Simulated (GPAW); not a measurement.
Wanted: an ASE script for a GPAW 26.7.0 run.

* Task: relaxation of cell and atoms
* Functional: PBEsol
* Potentials or basis: PAW data sets generated in the run's folder for this functional
* Cutoff: 600 eV
* Basis: pw
* k mesh: 9 × 9 × 9
* Occupations: fermi-dirac, width 0.05 eV
* Spin: no spin polarisation
* Target pressure: 5 GPa
* Maxiter: 150
* Optimizer: BFGS
* Fmax: 0.02 eV/Å
* Max steps: 60
* Target pressure: 5 GPa
* Convergence: density=1e-05 forces=0.0001

The system is AlRu.

```xyz
2
Lattice="2.9916 0.0000 0.0000 0.0000 2.9916 0.0000 0.0000 0.0000 2.9916" Properties=species:S:1:pos:R:3 pbc="T T T"
Ru    1.4958    1.4958    1.4958
Al    0.0000    0.0000    0.0000
```

One way to write it, as run:

run.py

```python
from ase import Atoms
from ase.filters import FrechetCellFilter
from ase.io import write
from ase.optimize import BFGS
from ase.units import GPa
from gpaw import GPAW, PW, setup_paths

setup_paths.insert(0, '.')

atoms = Atoms(['Ru', 'Al'],
              cell=[[2.9916, 0.0, 0.0],
                    [0.0, 2.9916, 0.0],
                    [0.0, 0.0, 2.9916]],
              scaled_positions=[[0.5, 0.5, 0.5],
                                [0.0, 0.0, 0.0]],
              pbc=True)

calc = GPAW(mode=PW(600),
            xc='PBEsol',
            kpts={'size': (9, 9, 9), 'gamma': True},
            occupations={'name': 'fermi-dirac', 'width': 0.05},
            nbands=20,
            convergence={'density': 1e-05, 'forces': 0.0001},
            maxiter=150,
            txt='gpaw.txt')
atoms.calc = calc
opt = BFGS(FrechetCellFilter(atoms, scalar_pressure=5 * GPa), trajectory='relax.traj', logfile='-')
done = opt.run(fmax=0.02, steps=60)
calc.write('gs.gpw')
write('result.traj', atoms)
print('Converged:', done)
print('Cell:', atoms.cell.cellpar().round(4))
print('Volume:', round(atoms.get_volume(), 4))
print(atoms.get_scaled_positions().round(5))
```

Potentials or basis: PAW data sets generated in the run's folder for this functional, pw.

The run is started by

```sh
$ gpaw-setup -f PBEsol Al Ru
$ OMP_NUM_THREADS=1 python run.py
```

Results of the run:

| Property | Result |
| --- | --- |
| Relaxed volume | 12.93 Å³/atom |
| Relaxed cell | a = 2.957 Å, b = 2.957 Å, c = 2.957 Å, α = 90.00°, β = 90.00°, γ = 90.00° |
| Space group after relaxing (to 0.05 Å) | Pm-3m (No. 221) |
| Energy change on relaxing (the enthalpy is what falls) | +3.7 meV/atom |
| Ionic steps | 3 |
| Pressure after relaxing | 5.2 GPa |
| Band gap on the k mesh | none (metal or under the smearing width) |

Caveat: later steps reuse the first step's grids.

It took 34 s on 1 thread of Arm Neoverse V2, on a shared host, peak memory 0.16 GiB.
